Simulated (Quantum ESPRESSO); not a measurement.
Input of a Quantum ESPRESSO 7.5 run:

File scf.in:

```
&CONTROL
  calculation = 'scf'
  prefix = 'pwscf'
  outdir = './tmp'
  pseudo_dir = './pseudo'
/
&SYSTEM
  ibrav = 0
  A = 3.67928871
  nat = 2
  ntyp = 2
  ecutwfc = 84
  nbnd = 14
  occupations = 'smearing'
  smearing = 'fd'
  degauss = 0.00367493
  force_symmorphic = .true.
/
&ELECTRONS
  conv_thr = 4d-10
  electron_maxstep = 120
  mixing_beta = 0.5
/
ATOMIC_SPECIES
S     32.0600 S.upf
Mg    24.3050 Mg.upf
CELL_PARAMETERS alat
   0.0000000000    0.7071067821    0.7071067821
   0.7071067821    0.0000000000    0.7071067821
   0.7071067821    0.7071067821    0.0000000000
ATOMIC_POSITIONS alat
S      0.7071067821    0.7071067821    0.7071067821
Mg     0.0000000000    0.0000000000    0.0000000000
K_POINTS automatic
10 10 10 0 0 0
```

File nscf.in:

```
&CONTROL
  calculation = 'nscf'
  prefix = 'pwscf'
  outdir = './tmp'
  pseudo_dir = './pseudo'
/
&SYSTEM
  ibrav = 0
  A = 3.67928871
  nat = 2
  ntyp = 2
  ecutwfc = 84
  nbnd = 158
  occupations = 'fixed'
  force_symmorphic = .true.
/
&ELECTRONS
  conv_thr = 1d-08
  diago_full_acc = .true.
  diago_thr_init = 1d-06
/
ATOMIC_SPECIES
S     32.0600 S.upf
Mg    24.3050 Mg.upf
CELL_PARAMETERS alat
   0.0000000000    0.7071067821    0.7071067821
   0.7071067821    0.0000000000    0.7071067821
   0.7071067821    0.7071067821    0.0000000000
ATOMIC_POSITIONS alat
S      0.7071067821    0.7071067821    0.7071067821
Mg     0.0000000000    0.0000000000    0.0000000000
K_POINTS automatic
6 6 6 0 0 0
```

Potentials or basis: PseudoDojo 0.4.1 SR LDA standard.

The run is started by

```bash
$ OMP_NUM_THREADS=1 pw.x -in scf.in > scf.out
$ OMP_NUM_THREADS=1 pw.x -in nscf.in > nscf.out
```

**Question.** Predict the band gap on the k mesh, mean-field level.

**Answer.** 2.56 eV, indirect (least direct gap 3.48 eV).

A k mesh can miss the band edges.
